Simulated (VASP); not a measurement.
# LiBr (strained rocksalt): one PBE single-point calculation in two programs

```
Li Br
1.0
     0.00000    2.73957    2.78066
     2.73957    0.00000    2.78066
     2.73957    2.73957    0.00000
Li Br
1 1
Direct
  0.00000 0.00000 0.00000
  0.50000 0.50000 0.50000
```

The two codes use different PAW datasets and cutoffs. VASP's cell holds 10 valence electrons and Ansatz's 10. Ansatz's stress includes a Pulay correction; VASP's doesn't.

Cutoffs: 520 eV in VASP, 420 eV in Ansatz. k meshes: 8×8×8 and 8×8×8.

```json
{"": "gap between bands v and c", "VASP": "4.91 eV", "Ansatz": "4.90 eV"}
{"": "least direct gap", "VASP": "4.91 eV", "Ansatz": "4.90 eV"}
{"": "pressure", "VASP": "0.0 GPa", "Ansatz": "0.1 GPa"}
```

Band v is the last that the valence electrons fill when counted band by band, and c is the next. Levels in eV from the top of v, Ansatz:

| point | v−1 | v | c | c+1 |
| --- | --- | --- | --- | --- |
| Γ | -0.04 | 0.00 | 4.90 | 10.41 |
| X | -1.22 | -1.12 | 6.20 | 7.08 |
| K | -1.86 | -0.85 | 6.64 | 8.75 |
| L | -0.31 | -0.27 | 5.60 | 8.03 |
| W | -2.14 | -1.18 | 8.01 | 8.57 |

VASP:

```
point    v−1      v     c    c+1
    Γ  -0.04   0.00  4.91  10.39
    X  -1.22  -1.12  6.22   7.07
    K  -1.86  -0.85  6.64   8.75
    L  -0.31  -0.27  5.60   8.03
    W  -2.14  -1.18  8.02   8.56
```
